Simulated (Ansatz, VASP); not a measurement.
# H: VASP beside Ansatz

Contents of INCAR:

```
  ALGO = Normal
  EDIFF = 1E-7
  ENCUT = 520
  GGA = PE
  ISIF = 2
  ISMEAR = -1
  LASPH = T
  LCHARG = F
  LREAL = F
  LWAVE = F
  NBANDS = 8
  NELM = 100
  PREC = Accurate
  SIGMA = 0.05
```

KPOINTS

```
k-points
0
Gamma
  11 11 11
```

POSCAR

```
H
1.0
   -1.6801815476      1.6801815476      2.0446583120
    1.6801815476     -1.6801815476      2.0446583120
    1.6801815476      1.6801815476     -2.0446583120
H
2
Direct
    0.0901377100      0.0901377100      0.0000000000
    0.9098622900      0.9098622900      0.0000000000
```

input.yaml

```yaml
crystal:
  lattice:
    - [-1.6801815476, 1.6801815476, 2.044658312]
    - [1.6801815476, -1.6801815476, 2.044658312]
    - [1.6801815476, 1.6801815476, -2.044658312]
  atoms:
    - { symbol: H, position: [0.09013771, 0.09013771, 0.0] }
    - { symbol: H, position: [0.90986229, 0.90986229, 0.0] }
hamiltonian:
  xc: pbe
  pseudopotentials: { kind: paw }
kpoints:
  mp_grid: { grid: [11, 11, 11] }
scf:
  occupations: { method: fermi_dirac, width: 0.05 }
output:
  forces: true
  stress: true
  eigenvalues: true
  write_density: true
  write_potential: true
  elf: true
  volumetric_format: npy
```

Change from the starting cell: volume scaled by 0.98.

Alike in both runs: task single point; functional PBE; k mesh 11 × 11 × 11; occupations fermi-dirac, width 0.05 eV; no spin polarisation.

|  | VASP | Ansatz |
| --- | --- | --- |
| version | VASP 6.6.1 | Ansatz 0.2.0 |
| potentials or method | VASP PAW PBE potentials, release 64 (H) | Ansatz PAW |
| plane-wave cutoff (eV) | 520 | 420 |
| valence electrons in the cell | 2 | 2 |

|  | VASP | Ansatz | Ansatz less VASP |
| --- | --- | --- | --- |
| gap on the k mesh at the Fermi level (eV) | 9.07 | 9.07 | +0.003 |
| least direct gap on the mesh (eV) | 9.88 | 9.89 | +0.003 |
| pressure (GPa) | 1.0 | 1.2 | +0.24 |
| largest component of the traceless stress (GPa) | 1.51 | 1.60 | +0.088 |
| rms of the force components (eV/Å) | 0.256 | 0.264 | +0.0078 |

Atom by atom the forces differ by 0.008 eV/Å (rms over components). With one functional, cell and mesh, what is left measures potentials, basis and numerics.

Caveats: an odd mesh through Γ misses points on the zone boundary, where band edges often lie (VASP); odd divisions of the mesh miss points on the zone boundary, where band edges often lie, so the gap on the mesh can be too wide (Ansatz).
